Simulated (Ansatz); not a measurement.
**What pressure 3 GPa does to BeO**

Take BeO in the wurtzite structure (space group P6_3mc, No. 186; a = 2.693 Å, c = 4.373 Å) as the base.

It is then changed as follows: a hydrostatic pressure of 3 GPa.

The values are results of PBEsol in Ansatz (plane waves to 420 eV, PAW, no spin-orbit coupling), not measurements. k-mesh 14×14×8 (Γ-centred); smearing 0.05 eV (Fermi–Dirac).

The volume per atom falls by 0.092 Å³ to 6.77 Å³ and the density rises by 0.041 g/cm³, from 3.02 g/cm³ to 3.07 g/cm³. The lattice parameter a falls by 0.012 Å (2.693 Å → 2.681 Å) and the c/a ratio remains 1.624. The enthalpy H = E + PV relative to the base's energy amounts to +0.13 eV/atom and the band gap grows by 0.14 eV (7.51 eV → 7.65 eV). The gap character stays direct at Γ and the electron mass goes from 0.54 mₑ along c, 0.61 mₑ across (at Γ) to 0.55 mₑ along c, 0.63 mₑ across (at Γ). The valence-band top at Γ (three highest levels, from the VBM) remains 0.00, -0.04, -0.04 eV.

Load acts through the strain it causes; cell and atoms are relaxed under it. Masses are band curvatures over ±0.01 Å⁻¹ around the edge. Whether these cells are dynamically stable was not tested.

Ansatz is a first-principles code.
